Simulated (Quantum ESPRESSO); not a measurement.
# FeSi2 (Linzhiite) in Quantum ESPRESSO: the effect of Hubbard term

FeSi2 (Linzhiite):

```
CELL_PARAMETERS angstrom
2.68400 0.00000 0.00000
0.00000 2.68400 0.00000
0.00000 0.00000 5.12800
ATOMIC_POSITIONS crystal
Fe 0.00000 0.00000 0.00000
Si 0.50000 0.50000 0.73000
Si 0.50000 0.50000 0.27000
```

Alike in all runs:

- Program: Quantum ESPRESSO 7.5
- Task: projected density of states
- Functional: PBEsol
- Potentials or basis: GBRV 1.5 PBEsol
- Cutoff: 762 eV
- Density cutoff: 6095 eV
- k mesh: 8 × 8 × 4
- Occupations: fermi-dirac, width 0.05 eV
- Spin: collinear spin, ferromagnetic start
- Starting moments: [3.0, 0.0, 0.0] μB
- Hubbard projectors: ortho-atomic
- Mixing beta: 0.3
- Most SCF iterations: 120
- SCF threshold: 6e-10 Ry
- Dos occupations: tetrahedra_opt

| Hubbard term | pressure (GPa) | moment (μB) | largest force (eV/Å) |
| --- | --- | --- | --- |
| Fe d U = 1 eV | -2.1 | 0.13 | 0.24 |
| Fe d U = 2 eV | -2.5 | 0.13 | 0.21 |
| Fe d U = 4 eV | ? | ? | ? |
| Fe d U = 5 eV | 14.6 | 1.76 | 1.24 |
| Fe d U = 6 eV | 18.5 | 1.90 | 1.46 |
| Fe d U = 8 eV | 27.7 | 2.23 | 2.03 |

Q: What does the run with Hubbard term Fe d U = 4 eV give?

A: Pressure 9.4 GPa; moment 1.57 μB; largest force 0.79 eV/Å.

Worked out: A parabola through the other rows of the pressure, of slope 4.5 GPa per eV there, gives 8.9 GPa, against the run's 9.4. A parabola through the other rows of the moment, of slope 0.363 μB per eV there, gives 1.28 μB, against the run's 1.57. A parabola through the other rows of the largest force, of slope 0.269 eV/Å per eV there, gives 0.89 eV/Å, against the run's 0.79.

Caveats: the U is typed as a test and isn't derived for this compound; forces of over 1 eV/Å show positions far from the minimum, so gaps and moduli don't describe the material at rest (some runs).
